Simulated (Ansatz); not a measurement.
**Germanium, fcc: HSE06 after PBE**

How do the levels change when part of the exchange is made exact, and what does it cost? Spin polarisation is left out. The cell comes from an earlier PBE relaxation. Exact exchange is dear, so the k-mesh is coarse, and PBE is run on the same mesh for comparison.

Computed with Ansatz 0.2.0 (DFT, plane waves (420 eV) with PBE-made PAW files, scalar-relativistic; functionals as named at each step, unless a step says otherwise).

### Step 1. The starting structure

It takes space group Fm-3m (No. 225, cubic). Conventional cell: a = 4.277 Å, b = 4.277 Å, c = 4.277 Å, α = 90.00°, β = 90.00°, γ = 90.00°. Ge (site symmetry m-3m) has 12 Ge at 3.02 Å as nearest neighbours.

Coordinates:

```
CELL_PARAMETERS angstrom
0.00000 2.13851 2.13851
2.13851 0.00000 2.13851
2.13851 2.13851 0.00000
ATOMIC_POSITIONS crystal
Ge 0.00000 0.00000 0.00000
```

### Step 2. PBE, coarse mesh

The run with PBE.

The input, input.yaml:

```yaml
crystal:
  lattice:
    - [0.0, 2.1385113409, 2.1385113409]
    - [2.1385113409, 0.0, 2.1385113409]
    - [2.1385113409, 2.1385113409, 0.0]
  atoms:
    - { symbol: Ge, position: [0.0, 0.0, 0.0] }
hamiltonian:
  xc: pbe
  pseudopotentials:
    kind: paw
    azcp:
      Ge: "pseudopotentials/Ge.paw.azcp"
basis:
  ecutwfc: 420
  fft_grid_basis: typed
kpoints:
  mp_grid: { grid: [7, 7, 7], shift: [0, 0, 0] }
magnetization:
  spin_polarized: false
scf:
  occupations: { method: fermi_dirac, width: 0.1 }
output:
  write_density: true
  write_potential: true
  elf: true
  volumetric_format: npy
```

Run with:

```console
ansatz run input.yaml --threads 4 --pin off --max-ram 8192MiB --backend cpu --events-out ev --progress --plain --runs-dir out
```

Standard output:

```text
Warning: RAYON_NUM_THREADS=4 ignored (pool sized by the plan → 4); use --threads N
Engine: ansatz 0.2.0, aarch64-unknown-linux-gnu
Pseudopotentials: kind: paw
Pseudopotential: Ge, paw, valence charge 14, recommended cutoff 420 eV (normal), <dir>
Functional definition: PBE
  parameter kappa = 0.804
  parameter beta = 0.06672455060314922
  exchange = pbe_x(kappa = kappa, mu = beta*pi^2/3)
  correlation = pbe_c(beta = beta)
Crystal: 1 atoms, lattice volume = 19.560 Å³
Basis set: ecut = 420 eV, 387 PW (Γ)
Bands: 11, of which v1, the nominal top of the filled ones, is band 7 counted from 1 (6 counted from 0)
Symmetry: 48 space group operations
Space group: Fm-3m (ITA 225), of the structure as read, at distance tolerance 2.7e-5 Å
k-points: 20 of 343
Non-local potential: Ge, projectors of the file, l = 0: 2, l = 1: 2, l = 2: 3, l = 3: 1
PAW form: soft (Blöchl's): semilocal exchange-correlation on the pseudo side does not see the compensation charge
PAW one-centre angular grid: Ge, 590 points (default); XC on 64 Gauss nodes
Initial density: superposition of atomic densities (neutral atoms: chi_scale 0, normalization atom), corrected by the library's trained network
Initial wavefunctions: pseudopotential atomic-orbital guess
Functional: x = pbe(κ = 0.804, μ = 0.2195149727645171), c = pbe(β = 0.06672455060314922)
SCF iter   1: F=—  HF=-4294.648550 eV  |F-HF|=—  |Δ(HF+E_count)|=         —  Δρ=8.33e-4  dr2=1.16e-4  ethr=1.77e-3  ⟨swp⟩=5.0  Hψ=1248  notcnv=0
preconditioner: auto → none  [metal: Δε(μ)=0.225 eV  Ē_g=26.853 eV  σ=0.100 eV  W_gap=0.45  n_scr=8 (ndim 8)  ℏωp=31.4 eV  f_vac=0.000  D(μ)=0.50/eV (n_scr^D=0)  sad-step TF]
SCF iter   2: F=—  HF=-4294.648410 eV  |F-HF|=—  |Δ(HF+E_count)|=   1.39e-4  Δρ=5.35e-4  dr2=4.77e-5  ethr=8.32e-7  ⟨swp⟩=2.0  Hψ=501  notcnv=0
SCF iter   3: F=—  HF=-4294.648425 eV  |F-HF|=—  |Δ(HF+E_count)|=   1.40e-5  Δρ=2.39e-4  dr2=9.61e-6  ethr=3.41e-7  ⟨swp⟩=2.0  Hψ=337  notcnv=0
SCF iter   4: F=—  HF=-4294.648430 eV  |F-HF|=—  |Δ(HF+E_count)|=   5.41e-6  Δρ=4.59e-5  dr2=4.04e-7  ethr=6.86e-8  ⟨swp⟩=1.1  Hψ=219  notcnv=0
iter 5 did not close the SCF: its close was put off for the readings that it lacked (scf_convergence_deferred on its scf_iter line)
SCF iter   5: F=-4294.648430 eV  HF=-4294.648430 eV  |F-HF|=1.16e-7  |Δ(HF+E_count)|=   2.90e-7  Δρ=2.03e-5  dr2=8.38e-8  ethr=2.88e-9  ⟨swp⟩=2.0  Hψ=323  notcnv=0
SCF iter   6: F=-4294.648430 eV  HF=-4294.648430 eV  |F-HF|=3.65e-10  |Δ(HF+E_count)|=   4.84e-8  Δρ=1.49e-6  dr2=3.87e-10  ethr=5.99e-10  ⟨swp⟩=1.4  Hψ=713  notcnv=0
SCF 1 converged in 6 iterations: F = -4294.648430 eV  dr2 = 3.87e-10
SCF converged after 6 iterations
Free energy (F): -4294.648430 eV
Harris-Foulkes:  -4294.648430 eV  (|F-HF|=3.65e-10)
Internal energy: -4294.632636 eV  (E = F + TS)
E sigma→0 (E₀):  -4294.640533 eV
Entropy (-TS):   -0.015793 eV (-15.793 meV/atom)
Fermi energy:    10.805808 eV
--- Per-component energies (eV) ---
  E_band       = -119.678545
  E_kinetic    = 109.745828
  E_local      = -2155.774100  (includes V_loc(G=0)·N_el)
  E_nonlocal   = 414.669902
  E_hartree    = 940.665039
  E_xc         = -75.438589
  E_vxc        = -64.278295  (∫ρ·V_xc dr)
  E_paw        = -2015.766837  (= ΣΔE_a)
  E_vpaw       = -305.373252  (= ΣTr[D̂ρ^β])
  E_aug_tail   = 0.000222  (compensation charges beyond the density's cutoff)
  E_ewald      = -1512.734102
  E_smearing   = -0.015793  (= −TS)
  E_closure    = -0.000000  (closes the sum)
  Σ components = -4294.648430   (vs F -4294.648430, Δ=0.00e0)
--- Band table (eV; the first three rows and the last of 20) ---
  k-point 0: bands = ["-14.1316", "-14.1316", "-14.1316", "-14.0879", "-14.0879", "-2.2916", "19.2348", "19.2348", "19.2348", "24.3404", "24.3404"]
  k-point 1: bands = ["-14.1313", "-14.1238", "-14.1238", "-14.0870", "-14.0870", "-1.7971", "15.6098", "18.6235", "18.6235", "23.0114", "25.3563"]
  k-point 2: bands = ["-14.1316", "-14.1212", "-14.1212", "-14.0699", "-14.0699", "-0.3239", "10.5213", "17.7605", "17.7605", "22.3714", "24.5049"]
  k-point 19: bands = ["-14.1374", "-14.1111", "-14.0935", "-14.0719", "-14.0395", "5.0496", "8.2175", "8.5267", "11.9489", "21.4287", "25.5869"]
```

Run time: 0.25 s. Hardware: 4 threads of Arm Neoverse V2, shared host; peak memory 0.25 GiB.

Axes a, b and c in the maps are those of this run's conventional cell (a, b, c = 4.277, 4.277, 4.277 Å).

Density in a lattice plane of the grid's cell (edges 4.28 and 4.28 Å, at 0.000 of the third edge), which holds Ge.

Values in e/Å³, 12 rows by 12 columns:
```
15.18  4.94  0.83  0.27  0.14  0.09  0.08  0.09  0.14  0.27  0.82  4.94
 1.33  0.83  0.38  0.21  0.15  0.14  0.14  0.14  0.15  0.21  0.38  0.82
 0.31  0.27  0.21  0.19  0.21  0.27  0.31  0.27  0.21  0.18  0.21  0.27
 0.14  0.14  0.15  0.21  0.38  0.83  1.33  0.82  0.38  0.21  0.15  0.14
 0.08  0.09  0.14  0.27  0.83  4.94 15.18  4.94  0.82  0.27  0.14  0.09
 0.07  0.08  0.14  0.31  1.33 15.18 56.47 15.18  1.33  0.31  0.14  0.08
 0.08  0.09  0.14  0.27  0.82  4.94 15.18  4.94  0.83  0.27  0.14  0.09
 0.14  0.14  0.15  0.21  0.38  0.82  1.33  0.83  0.38  0.21  0.15  0.14
 0.31  0.27  0.21  0.18  0.21  0.27  0.31  0.27  0.21  0.19  0.21  0.27
 1.33  0.82  0.38  0.21  0.15  0.14  0.14  0.14  0.15  0.21  0.38  0.83
15.18  4.94  0.82  0.27  0.14  0.09  0.08  0.09  0.14  0.27  0.83  4.94
56.47 15.18  1.33  0.31  0.14  0.08  0.07  0.08  0.14  0.31  1.33 15.18
```
Columns run along the first of these edges and rows up along the second, over one cell in 12 and 12 even steps from the bottom left corner. Atoms in the plane (fractional): Ge at (0.00, 0.00), Ge at (0.50, 0.50).

ELF in the same plane.

Values, 12 rows by 12 columns:
```
0.05 0.16 0.39 0.42 0.28 0.15 0.12 0.15 0.28 0.42 0.39 0.16
0.34 0.39 0.42 0.39 0.28 0.28 0.29 0.28 0.28 0.39 0.42 0.39
0.42 0.42 0.39 0.35 0.39 0.42 0.42 0.42 0.39 0.35 0.39 0.42
0.29 0.28 0.28 0.39 0.42 0.39 0.34 0.39 0.42 0.39 0.28 0.28
0.12 0.15 0.28 0.42 0.39 0.16 0.05 0.16 0.39 0.42 0.28 0.15
0.09 0.12 0.29 0.42 0.34 0.05 0.28 0.05 0.34 0.42 0.29 0.12
0.12 0.15 0.28 0.42 0.39 0.16 0.05 0.16 0.39 0.42 0.28 0.15
0.29 0.28 0.28 0.39 0.42 0.39 0.34 0.39 0.42 0.39 0.28 0.28
0.42 0.42 0.39 0.35 0.39 0.42 0.42 0.42 0.39 0.35 0.39 0.42
0.34 0.39 0.42 0.39 0.28 0.28 0.29 0.28 0.28 0.39 0.42 0.39
0.05 0.16 0.39 0.42 0.28 0.15 0.12 0.15 0.28 0.42 0.39 0.16
0.28 0.05 0.34 0.42 0.29 0.12 0.09 0.12 0.29 0.42 0.34 0.05
```
Columns run along the first of these edges and rows up along the second, over one cell in 12 and 12 even steps from the bottom left corner. Atoms in the plane (fractional): Ge at (0.00, 0.00), Ge at (0.50, 0.50).

Both are smooth fields of the valence electrons: close to the nuclei they are not physical.

### Step 3. HSE06, coarse mesh

The run with HSE06.

input.yaml, as its differences from that of step 2:

```diff
@@ -8,3 +8,3 @@
 hamiltonian:
-  xc: pbe
+  xc: hse06
   pseudopotentials:
@@ -22,6 +22 @@
   occupations: { method: fermi_dirac, width: 0.1 }
-output:
-  write_density: true
-  write_potential: true
-  elf: true
-  volumetric_format: npy
```

Run with:

```console
ansatz run input.yaml --threads 4 --pin off --max-ram 8192MiB --backend cpu --events-out ev --progress --plain --runs-dir out
```

Standard output:

```text
Warning: RAYON_NUM_THREADS=4 ignored (pool sized by the plan → 4); use --threads N
[... 3 set-up lines as earlier in the session ...]
Functional definition: HSE06
  parameter a = 0.25
  parameter omega = 0.11/bohr
  exchange = pbe_x - a*pbe_x_sr(omega) + a*exact_x_sr(omega)
  correlation = pbe_c
Crystal: 1 atoms, lattice volume = 19.560 Å³
Basis set: ecut = 420 eV, 387 PW (Γ)
Bands: 11, of which v1, the nominal top of the filled ones, is band 7 counted from 1 (6 counted from 0)
[... 2 set-up lines as earlier in the session ...]
k-points: 20 of 343
[... 2 set-up lines as earlier in the session ...]
PAW frozen core: Ge, regenerated for the run's functional, and the local potential with it (the file was generated under x = pbe(κ = 0.804, μ = 0.2195149727645171), c = pbe(β = 0.06672455060314922))
[... 3 set-up lines as earlier in the session ...]
Functional: x = pbe(κ = 0.804, μ = 0.2195149727645171), c = pbe(β = 0.06672455060314922), warm-up for x = pbe(κ = 0.804, μ = 0.2195149727645171) + 0.25 (exact − pbe) at short range (hse, ω = 0.20786987370883472 Å⁻¹), c = pbe(β = 0.06672455060314922); HSE06 as pw.x's `hse` composes it (authors' and Libxc's form: `xc: wpbeh`)
SCF iter   1: F=—  HF=-4294.648548 eV  |F-HF|=—  |Δ(HF+E_count)|=         —  Δρ=7.87e-4  dr2=8.98e-5  ethr=1.77e-3  ⟨swp⟩=6.6  Hψ=890  notcnv=0
preconditioner: auto → none  [metal: Δε(μ)=0.226 eV  Ē_g=26.831 eV  σ=0.100 eV  W_gap=0.45  n_scr=8 (ndim 8)  ℏωp=31.4 eV  f_vac=0.000  D(μ)=0.50/eV (n_scr^D=0)  sad-step TF]
SCF iter   2: F=—  HF=-4294.648631 eV  |F-HF|=—  |Δ(HF+E_count)|=   8.31e-5  Δρ=5.24e-4  dr2=4.67e-5  ethr=6.42e-7  ⟨swp⟩=3.0  Hψ=491  notcnv=0
iter 3 solved again at ethr=1.48e-8 eV; its pass at ethr=3.33e-7 eV (dr2=2.07e-6 eV) is discarded
SCF iter   3: F=—  HF=-4294.648656 eV  |F-HF|=—  |Δ(HF+E_count)|=   2.47e-5  Δρ=1.12e-4  dr2=2.03e-6  ethr=1.48e-8  ⟨swp⟩=2.4  Hψ=731  notcnv=0
SCF iter   4: F=—  HF=-4294.648655 eV  |F-HF|=—  |Δ(HF+E_count)|=   1.02e-6  Δρ=3.93e-5  dr2=4.42e-8  ethr=1.45e-8  ⟨swp⟩=3.0  Hψ=480  notcnv=0
SCF iter   5: F=—  HF=-4294.648655 eV  |F-HF|=—  |Δ(HF+E_count)|=   4.35e-7  Δρ=3.46e-6  dr2=1.36e-9  ethr=3.16e-10  ⟨swp⟩=3.4  Hψ=505  notcnv=0
SCF iter   6: F=-4294.648655 eV  HF=-4294.648655 eV  |F-HF|=1.82e-11  |Δ(HF+E_count)|=   2.11e-9  Δρ=6.61e-7  dr2=6.93e-11  ethr=9.73e-12  ⟨swp⟩=3.0  Hψ=406  notcnv=0
SCF 1 converged in 6 iterations: F = -4294.648655 eV  dr2 = 6.93e-11
Initial density: handed on by an earlier stage of this run
Initial wavefunctions: those handed on with the density
Functional: x = pbe(κ = 0.804, μ = 0.2195149727645171) + 0.25 (exact − pbe) at short range (hse, ω = 0.20786987370883472 Å⁻¹), c = pbe(β = 0.06672455060314922); HSE06 as pw.x's `hse` composes it (authors' and Libxc's form: `xc: wpbeh`)
Exchange kernel: α = 0.2500, screened, ω = 0.2079 Å⁻¹, Wigner–Seitz truncation, v(0) = 1045.3918 eV·Å³, q-mesh 7×7×7, nearest image of the exchange supercell L = 21.17 Å, pair-density grid 12×12×12, without the augmentation charges, whose exchange is taken in its separable form by FFT convolution over the k-point mesh (sized by the pseudopotential files, 18×18×18 at the most), smooth part of the exact exchange by density-matrix convolution
Frozen-core exchange: fock
iter 1 solved again at ethr=4.62e-5 eV; its pass at ethr=1.00e-1 eV (dr2=6.47e-3 eV) is discarded
SCF iter   1: F=—  HF=-4295.369189 eV  |F-HF|=—  |Δ(HF+E_count)|=         —  Δρ=1.24e-2  dr2=1.01e-2  ethr=4.62e-5  ⟨swp⟩=4.2  Hψ=1162  notcnv=0
preconditioner: auto → none  [metal: Δε(μ)=0.244 eV  Ē_g=30.376 eV  σ=0.100 eV  W_gap=0.47  n_scr=8 (ndim 8)  ℏωp=31.4 eV  f_vac=0.000  D(μ)=0.45/eV (n_scr^D=0)]
SCF iter   2: F=—  HF=-4295.359363 eV  |F-HF|=—  |Δ(HF+E_count)|=   9.83e-3  Δρ=3.14e-3  dr2=1.02e-3  ethr=4.62e-5  ⟨swp⟩=3.0  Hψ=549  notcnv=0
SCF iter   3: F=—  HF=-4295.362228 eV  |F-HF|=—  |Δ(HF+E_count)|=   2.86e-3  Δρ=2.51e-3  dr2=4.23e-4  ethr=5.57e-6  ⟨swp⟩=3.0  Hψ=501  notcnv=0
SCF iter   4: F=—  HF=-4295.362120 eV  |F-HF|=—  |Δ(HF+E_count)|=   1.07e-4  Δρ=9.07e-4  dr2=6.73e-5  ethr=2.94e-6  ⟨swp⟩=2.0  Hψ=361  notcnv=0
SCF iter   5: F=-4295.362113 eV  HF=-4295.362113 eV  |F-HF|=1.09e-7  |Δ(HF+E_count)|=   7.76e-6  Δρ=2.51e-5  dr2=1.60e-6  ethr=4.00e-7  ⟨swp⟩=2.7  Hψ=395  notcnv=0
SCF 2 stopped early in 5 iterations: F = -4295.362113 eV  dr2 = 1.60e-6
hybrid outer 1: dexx = +3.280e-3 eV, tail = 2.14e-5 eV
Exchange kernel: α = 0.2500, screened, ω = 0.2079 Å⁻¹, Wigner–Seitz truncation, v(0) = 1045.3918 eV·Å³, q-mesh 7×7×7, nearest image of the exchange supercell L = 21.17 Å, pair-density grid 12×12×12, without the augmentation charges, whose exchange is taken in its separable form by FFT convolution over the k-point mesh (sized by the pseudopotential files, 18×18×18 at the most), smooth part of the exact exchange by density-matrix convolution
Frozen-core exchange: fock
SCF iter   1: F=—  HF=-4295.362217 eV  |F-HF|=—  |Δ(HF+E_count)|=         —  Δρ=1.37e-4  dr2=1.11e-6  ethr=7.65e-7  ⟨swp⟩=4.1  Hψ=547  notcnv=0
preconditioner: auto → none  [metal: Δε(μ)=0.243 eV  Ē_g=30.159 eV  σ=0.100 eV  W_gap=0.46  n_scr=8 (ndim 8)  ℏωp=31.4 eV  f_vac=0.000  D(μ)=0.45/eV (n_scr^D=0)]
iter 2 solved again at ethr=6.43e-11 eV; its pass at ethr=7.44e-9 eV (dr2=9.00e-9 eV) is discarded
SCF iter   2: F=-4295.362216 eV  HF=-4295.362216 eV  |F-HF|=2.29e-8  |Δ(HF+E_count)|=   3.36e-7  Δρ=7.44e-6  dr2=5.89e-8  ethr=6.43e-11  ⟨swp⟩=3.0  Hψ=991  notcnv=0  defer=1
SCF 3 converged in 2 iterations: F = -4295.362216 eV  dr2 = 5.89e-8
hybrid outer 2: dexx = +4.295e-7 eV, tail = 2.25e-7 eV, Δε = 3.01e-3 eV (about 3.87e-4 eV left of the loop's levels)
hybrid SCF converged: 2 outer / 7 inner (+6 warm-up), last move |dexx| = 4.29e-7 eV, tail = 2.25e-7 eV
Stability not checked: this state was not tested for a lower state beside it, because the functional holds exact exchange (a hybrid, or Hartree-Fock), whose exchange loop this test does not read (fock_operator; see scf.lower_state_search)
Free energy (F): -4295.362217 eV
Frozen-core exchange: fock
Harris-Foulkes:  -4295.362217 eV  (|F-HF|=2.29e-8)
Internal energy: -4295.348404 eV  (E = F + TS)
E sigma→0 (E₀):  -4295.355310 eV
Entropy (-TS):   -0.013813 eV (-13.813 meV/atom)
Fermi energy:    10.811834 eV
--- Per-component energies (eV) ---
  E_band       = -157.314658
  E_kinetic    = 108.604022
  E_local      = -2157.203081  (includes V_loc(G=0)·N_el)
  E_nonlocal   = 415.250046
  E_hartree    = 942.820394
  E_xc         = -60.803608
  E_vxc        = -51.721794  (∫ρ·V_xc dr)
  E_exx        = -54.071968  (= α·E_x^exact, valence–valence)
  E_paw        = -1976.844955  (= ΣΔE_a)
  E_vpaw       = -249.741167  (= ΣTr[D̂ρ^β])
  E_aug_tail   = 0.000221  (compensation charges beyond the density's cutoff)
  E_ewald      = -1512.734102
  E_core_change = -0.365374  (= ΣΔE_core)
  E_smearing   = -0.013813  (= −TS)
  E_closure    = -0.000000  (closes the sum)
  Σ components = -4295.362217   (vs F -4295.362217, Δ=0.00e0)
--- Band table (eV; the first three rows and the last of 20) ---
  k-point 0: bands = ["-17.6203", "-17.6203", "-17.6203", "-17.5753", "-17.5753", "-3.9322", "20.2058", "20.2058", "20.2058", "25.1637"]
  k-point 1: bands = ["-17.6202", "-17.6126", "-17.6126", "-17.5747", "-17.5747", "-3.3822", "16.1886", "19.5195", "19.5195", "23.8164"]
  k-point 2: bands = ["-17.6210", "-17.6093", "-17.6093", "-17.5591", "-17.5591", "-1.7376", "10.5108", "18.5870", "18.5870", "23.1742"]
  k-point 19: bands = ["-17.6255", "-17.5999", "-17.5838", "-17.5603", "-17.5310", "4.4288", "7.8446", "8.2300", "12.1078", "22.2319"]
  guard bands above this table: 1 of the run's 11 bands, where the rule asks 2: the bands that hold charge and the lowest empty level above them stay in the table. The solve was not asked for them (output.publish_guard_bands: true or output.eigenvalues: true publishes all)
```

Run time: 3.3 s. Hardware: 4 threads of Arm Neoverse V2, shared host; peak memory 0.85 GiB.

### Step 4. The functionals compared

```csv
functional,gap on the mesh,Fermi energy (eV),SCF cycles,exchange loops,CPU time
PBE,none (levels filled in part),10.806,6,-,0.57 s
HSE06,none (levels filled in part),10.812,13,2,10 s
```

### Step 5. Summary of results

```
                         quantity                         value
                         PBE: gap  none (levels filled in part)
                       HSE06: gap  none (levels filled in part)
HSE06: SCF cycles, exchange loops                         13, 2
 HSE06: CPU time over that of PBE                            18
       HSE06: relative to diamond                 +480 meV/atom
```

Neither PBE nor HSE06 shows a clean gap on this mesh. The hybrid took 18 times as much CPU time as PBE on the same settings. The exchange operator of HSE06 was renewed in 2 outer loops. To compare with dense-mesh energies, the change of PBE from this mesh and smearing to its dense run (-11.6 meV/atom, from a run not shown) is added. Under HSE06 it lies 480 meV/atom above diamond (computed apart in the same way); on such meshes a few tens of meV are uncertain for metals. The total energies in the logs cannot be compared from one functional to another.
